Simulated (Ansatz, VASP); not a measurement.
## ZnS: VASP beside Ansatz

Contents of POSCAR:

```
ZnS
1.0
    0.0000000000     -2.7046500000     -2.7046500000
    0.0000000000      2.7046500000     -2.7046500000
    5.4093000000      0.0000000000      0.0000000000
Zn S
2 2
Direct
    0.4765937517      0.5000000000      0.5000000000
    0.0234062483      0.0000000000      0.0000000000
    0.0784323422      0.5000000000      0.2500000000
    0.4215676578      0.0000000000      0.7500000000
```

INCAR.step1

```
PREC     = Accurate       # precision mode
ENCUT    = 520            # plane-wave cutoff, eV
ISMEAR   = 0              # smearing method
SIGMA    = 0.05           # smearing width, eV
LREAL    = False          # projectors in reciprocal space
LASPH    = True           # aspherical terms in the spheres
NELM     = 60             # most SCF steps
NBANDS   = 26             # bands
GGA      = PE             # functional
ALGO     = Normal         # electronic algorithm
EDIFF    = 1E-4           # SCF threshold, eV
LWAVE    = True           # write WAVECAR
LCHARG   = False          # write CHGCAR
```

Contents of INCAR.step2:

```
PREC     = Accurate       # precision mode
ENCUT    = 520            # plane-wave cutoff, eV
EDIFF    = 1E-7           # SCF threshold, eV
ISMEAR   = 0              # smearing method
SIGMA    = 0.05           # smearing width, eV
LREAL    = False          # projectors in reciprocal space
LASPH    = True           # aspherical terms in the spheres
NELM     = 60             # most SCF steps
ALGO     = Normal         # electronic algorithm
ISIF     = 2              # what is computed and relaxed
LWAVE    = False          # write WAVECAR
LCHARG   = False          # write CHGCAR
METAGGA  = R2SCAN         # meta-GGA
LMIXTAU  = True         
NBANDS   = 26             # bands
ISTART   = 1
```

Contents of KPOINTS:

```
regular mesh
0
Gamma
  6 6 4
```

Input for Ansatz:

```yaml
crystal:
  lattice:
    - [0.0, -2.70465, -2.70465]
    - [0.0, 2.70465, -2.70465]
    - [5.4093, 0.0, 0.0]
  atoms:
    - { symbol: Zn, position: [0.4765937517, 0.5, 0.5] }
    - { symbol: Zn, position: [0.0234062483, 0.0, 0.0] }
    - { symbol: S, position: [0.0784323422, 0.5, 0.25] }
    - { symbol: S, position: [0.4215676578, 0.0, 0.75] }
basis:
  ecutwfc: 500
kpoints:
  mp_grid: { grid: [6, 6, 4] }
hamiltonian:
  xc: r2scan
scf:
  occupations: { method: gaussian, width: 0.05 }
output:
  forces: true
  stress: true
  eigenvalues: true
```

Change from the starting cell: mode 10 (303.2 1/cm) frozen in, largest displacement -0.300 Å.

Alike in both runs: task single point; functional r2SCAN; k mesh 6 × 6 × 4; occupations gaussian, width 0.05 eV; no spin polarisation.

|  | VASP | Ansatz |
| --- | --- | --- |
| version | VASP 6.6.1 | Ansatz 0.2.0 |
| potentials or method | VASP PAW PBE potentials, release 64 (Zn, S) | scalar-relativistic, plane waves, PAW |
| plane-wave cutoff (eV) | 520 | 500 |
| valence electrons in the cell | 36 | 36 |

VASP gave:

- gap on the k mesh at the Fermi level (eV): 2.34
- least direct gap on the mesh (eV): 2.34
- pressure (GPa): 6.3
- largest component of the traceless stress (GPa): 4.57
- rms of the force components (eV/Å): 2.121

**Question.** Estimate Ansatz's values.

**Answer.** gap on the k mesh at the Fermi level (eV): 2.33; least direct gap on the mesh (eV): 2.33; pressure (GPa): 6.1; largest component of the traceless stress (GPa): 4.50; rms of the force components (eV/Å): 2.098.

Atom by atom the forces differ by 0.023 eV/Å (rms over components). The functional is the same, so the differences come from potentials, cutoffs and numerics.

Caveats: the PAW data sets were made with another functional, which shifts forces and pressure a little (VASP).
